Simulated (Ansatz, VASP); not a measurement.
Ru2S: VASP beside Ansatz

INCAR

```
SYSTEM = Ru2S
ALGO = Normal ; EDIFF = 1E-7
EDIFFG = -0.01 ; ENCUT = 600
GGA = PE ; IBRION = 2
ISIF = 3 ; ISMEAR = 0
LASPH = .True. ; LCHARG = .False.
LREAL = .False. ; LWAVE = .False.
NELM = 100 ; NSW = 100
PREC = Accurate ; SIGMA = 0.1
```

KPOINTS

```
k-points
0
Gamma
  14 14 14
  0 0 0
```

The input POSCAR:

```
Ru2S
1.0
    0.0000000000      2.7618481531      2.7618481531
    2.7618481531      0.0000000000      2.7618481531
    2.7618481531      2.7618481531      0.0000000000
Ru S
2 1
Direct
    0.2500000000      0.2500000000      0.2500000000
    0.7500000000      0.7500000000      0.7500000000
    0.0000000000      0.0000000000      0.0000000000
```

Input for Ansatz:

```yaml
crystal:
  lattice:
    - [0.0, 2.7618481531, 2.7618481531]
    - [2.7618481531, 0.0, 2.7618481531]
    - [2.7618481531, 2.7618481531, 0.0]
  atoms:
    - { symbol: Ru, position: [0.25, 0.25, 0.25] }
    - { symbol: Ru, position: [0.75, 0.75, 0.75] }
    - { symbol: S, position: [0.0, 0.0, 0.0] }
basis:
  ecutwfc: 420
kpoints:
  mp_grid: { grid: [14, 14, 14] }
hamiltonian:
  xc: pbe
scf:
  occupations: { method: gaussian, width: 0.1 }
output:
  forces: true
  stress: true
  eigenvalues: true
relax:
  adjacent_minimum: "off"
  f_tol: 0.01
  max_steps: 80
  cell: { stress_tol: 0.05 }
```

Alike in both runs: task relaxation of cell and atoms; functional PBE; k mesh 14 × 14 × 14; occupations gaussian, width 0.1 eV; no spin polarisation.

```csv
,VASP,Ansatz
version,VASP 6.6.1,Ansatz 0.2.0
potentials or method,"VASP PAW PBE potentials, release 64 (Ru_pv, S)","scalar-relativistic, plane waves, PAW"
plane-wave cutoff (eV),600,420
valence electrons in the cell,34,38
```

```csv
,VASP,Ansatz,Ansatz less VASP
"gap on the k mesh at the Fermi level, each at its own relaxed structure (eV)",none,none,-
relaxed volume (Å³/atom),14.06,14.06,+0.003
relaxed cell length with the largest relative difference (Å),3.907,3.907,+0.0003
```

A gap of «none» marks a metal or a gap that the smearing closes. The two sets of potentials don't hold the same shells in valence.
